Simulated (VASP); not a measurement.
The system is Zn.

```
CELL_PARAMETERS angstrom
4.63531 0.00000 0.00000
-2.31765 4.01429 0.00000
0.00000 0.00000 2.84164
ATOMIC_POSITIONS crystal
Zn 0.00000 0.00000 0.00000
Zn 0.33333 0.66667 0.50000
Zn 0.66667 0.33333 0.50000
```

The cell was built by a generator and needn't be a form met in nature.

```yaml
Program: VASP 6.6.1
Task: relaxation of cell and atoms
Functional: PBEsol
Potentials_or_basis: VASP PAW PBE potentials, release 64 (Zn)
Cutoff: 600 eV
k_mesh: 6 × 6 × 6
Occupations: gaussian, width 0.1 eV
Spin: no spin polarisation
```

At the start: pressure -9.2 GPa; volume 17.63 Å³/atom.

Problem. How do energy, volume and symmetry change on relaxing?

Solution. Over 11 steps the energy falls by 125.0 meV/atom and the volume is 14.78 Å³/atom (-16.1 %); space group P6/mmm (No. 191, to 0.05 Å).

Step by step:
| step | energy change (eV) | largest force (eV/Å) | pressure (GPa) | volume (Å³) |
| --- | --- | --- | --- | --- |
| 1 | 0.0000 | 0.0000 | -9.21 | 52.88 |
| 2 | -0.3349 | 0.0000 | -2.65 | 45.49 |
| 3 | -0.3531 | 0.0000 | -0.39 | 44.09 |
| 4 | -0.3542 | 0.0000 | 0.53 | 43.66 |
| 5 | -0.3540 | 0.0000 | -0.03 | 43.83 |
| 6 | -0.3684 | 0.0000 | 0.26 | 43.85 |
| 7 | -0.3476 | 0.0000 | 1.49 | 43.82 |
| 8 | -0.3741 | 0.0000 | 0.59 | 43.85 |
| 9 | -0.3744 | 0.0000 | 0.64 | 43.85 |
| 10 | -0.3744 | 0.0000 | 0.66 | 43.85 |
| 11 | -0.3751 | 0.0000 | -0.17 | 44.34 |

Final structure:
```xyz
3
Lattice="4.4706 0.0000 0.0000 -2.2353 3.8717 0.0000 0.0000 0.0000 2.5618" Properties=species:S:1:pos:R:3 pbc="T T T"
Zn    0.0000    0.0000    0.0000
Zn    0.0000    2.5811    1.2809
Zn    2.2353    1.2906    1.2809
```

Caveat: the k mesh is coarse (spacing up to 0.37 Å⁻¹), so the values aren't converged; the volume moved by over 15 % at a fixed basis, so the end points are rough; the PAW data sets were made with another functional, which shifts forces and pressure a little.
